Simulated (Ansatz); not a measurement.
# CaO: a single-point run

The task is a single-point run on CaO. The structure is shown as the input types it.

Program: Ansatz 0.2.0. Level of theory: density functional or hybrid calculation with the settings of its input, plane waves (as first typed). These are calculated values, not measurements.

## Step 1: The starting structure

It takes space group Fm-3m (No. 225, cubic). Conventional cell: a = 4.795 Å, b = 4.795 Å, c = 4.795 Å, α = 90.00°, β = 90.00°, γ = 90.00°. Ca (site symmetry m-3m) has 6 O at 2.40 Å in its first shell of neighbours. O (site symmetry m-3m) has 6 Ca at 2.40 Å in its first shell of neighbours.

Coordinates:

```
CELL_PARAMETERS angstrom
0.00000 2.39755 2.39755
2.39755 0.00000 2.39755
2.39755 2.39755 0.00000
ATOMIC_POSITIONS crystal
Ca 0.00000 0.00000 0.00000
O 0.50000 0.50000 0.50000
```

## Step 2: Running it

File input.yaml:

```yaml
crystal:
  lattice:
    - [0.0, 2.3975473901, 2.3975473901]
    - [2.3975473901, 0.0, 2.3975473901]
    - [2.3975473901, 2.3975473901, 0.0]
  atoms:
    - { symbol: Ca, position: [0.0, 0.0, 0.0] }
    - { symbol: O, position: [0.5, 0.5, 0.5] }
kpoints:
  mp_grid: { grid: [6, 6, 6] }
hamiltonian:
  xc: r2scan
scf:
  occupations: { method: fixed }
  n_extra_bands: 4
  max_iter: 78
output:
  forces: true
  stress: true
  eigenvalues: true
basis:
  ecutwfc: -100
```

Started as:

```sh
> ansatz run input.yaml --threads 4 --pin off --max-ram 3686MiB --backend cpu --events-out ev --progress --plain --runs-dir out
```

**Question.** How will this run end, and is anything wrong with its input?

Nothing was computed: the input was turned down at the start. It says: «invalid value for `basis.ecutwfc`: must be finite and > 0; got -100 eV»

Look at the input: basis.ecutwfc is -100. The program checks this value's range before starting, and it fails the check.

Remedy: delete basis.ecutwfc (the default then holds).
